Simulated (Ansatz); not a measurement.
**SiO2 — field gradients at the nuclei**

The cell is a computed structure from the Materials Project (it need not be an observed phase).

```xyz
18
Lattice="5.2383 0.0000 0.0000 0.0000 7.4406 0.0000 0.0000 0.0000 8.1229" Properties=species:S:1:pos:R:3 pbc="T T T"
Si    1.3096    1.5726    0.8550
Si    3.9287    5.8680    7.2679
Si    3.9287    1.5726    7.2679
Si    1.3096    5.8680    0.8550
Si    1.3096    3.7203    3.1426
Si    3.9287    3.7203    4.9802
O     0.0000    1.9544    0.0000
O     2.6191    5.4862    0.0000
O     0.0000    5.4862    0.0000
O     2.6191    1.9544    0.0000
O     1.3096    0.0000    1.2044
O     3.9287    0.0000    6.9184
O     1.3096    2.3950    2.2290
O     3.9287    5.0456    5.8938
O     3.9287    2.3950    5.8938
O     1.3096    5.0456    2.2290
O     2.6191    3.7203    4.0614
O     0.0000    3.7203    4.0614
```

Sites (sets of like atoms) are named by element and the number of their first atom in this list.

All values are calculated (Ansatz; DFT, PBE, plane waves and PAW, scalar-relativistic, 420 eV cutoff, Γ-centred 4×3×3 k-points, Fermi–Dirac smearing 0.02 eV), not measured.

C_Q = eQV_zz/h, which is 24.18 MHz for Q = 1 b and V_zz = 10²¹ V/m²; η = (V_xx − V_yy)/V_zz. Directions are in the Cartesian axes of the cell vectors above, for the atom listed; none is given where the gradient is under 0.02 or η is above 0.95.

Problem. Give the quadrupolar parameters of the distinct sites.

Solution. 

```csv
site,first atom,first shell,V_zz (10²¹ V/m²),η,"direction of V_zz (x, y, z)"
Si1,1,4 O at 1.60–1.61 Å,0.87,0.55,0.00 0.72 -0.70
Si5,5,4 O at 1.60–1.61 Å,0.49,0.38,0.00 1.00 0.00
O7,7,"2 Si at 1.61 Å, angle 153°",9.61,0.12,0.84 0.00 0.55
O11,11,"2 Si at 1.61 Å, angle 155°",9.66,0.09,0.00 1.00 0.00
O13,13,"2 Si at 1.60–1.61 Å, angle 155°",9.84,0.11,0.00 0.68 0.73
O17,17,"2 Si at 1.60 Å, angle 180°",10.34,0.01,0.82 0.00 0.57
```

At O7, O11 and O13 V_zz runs parallel to the line that joins its two neighbours (within 1°) in each case. At O17 V_zz points along the line of its two bonds (within 1°).

The largest force is 0.3 eV/Å, so the atoms aren't at the calculated equilibrium and relaxing them would move these values.
